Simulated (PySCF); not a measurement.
Geometries of 2 isomers of [C6H8N]+ (charge +1), from PBE0-D3(BJ)/def2-SVP geometry optimisation, gas phase (PySCF 2.14.0). One conformer each, no zero-point energy, no frequencies.

**Question.** Which isomer lies lower at this level?
A.
```xyz
15
angstrom
C      2.029   -0.214    0.070
N      0.573   -0.028    0.117
C     -0.226   -1.115    0.139
C     -1.600   -0.982    0.213
C     -2.158    0.296    0.263
C     -1.316    1.406    0.239
C      0.052    1.214    0.165
H      2.388   -0.545    1.054
H      2.276   -0.968   -0.689
H      2.508    0.734   -0.195
H      0.272   -2.085    0.097
H     -2.222   -1.878    0.228
H     -3.241    0.424    0.319
H     -1.710    2.423    0.274
H      0.762    2.043    0.142
```
B.
```xyz
15
angstrom
N     -2.157   -0.100    0.241
C     -0.692   -0.030    0.068
C     -0.023   -1.153   -0.401
C      1.361   -1.080   -0.550
C      2.038    0.096   -0.231
C      1.340    1.209    0.238
C     -0.043    1.156    0.393
H     -2.636    0.679   -0.231
H     -2.536   -0.971   -0.152
H     -2.430   -0.070    1.234
H     -0.556   -2.074   -0.651
H      1.909   -1.949   -0.920
H      3.122    0.147   -0.351
H      1.873    2.129    0.486
H     -0.591    2.027    0.761
```

**Answer.** A. That is N-methylpyridinium, `C[n+]1ccccc1`, 5.1 kcal/mol below the other.

| SMILES | atoms numbered as above | E (Eh) | relative (kcal/mol) | relative (kJ/mol) | dipole about centre of mass (D) |
| --- | --- | --- | --- | --- | --- |
| C[n+]1ccccc1 | [CH3:1][n+:2]1[cH:3][cH:4][cH:5][cH:6][cH:7]1 | -287.43135 | 0.0 | 0.0 | 1.17 |
| [NH3+]c1ccccc1 | [NH3+:1][c:2]1[cH:3][cH:4][cH:5][cH:6][cH:7]1 | -287.42321 | 5.1 | 21.4 | 7.45 |

As drawn, the higher has an N–H bond, which the lower lacks.
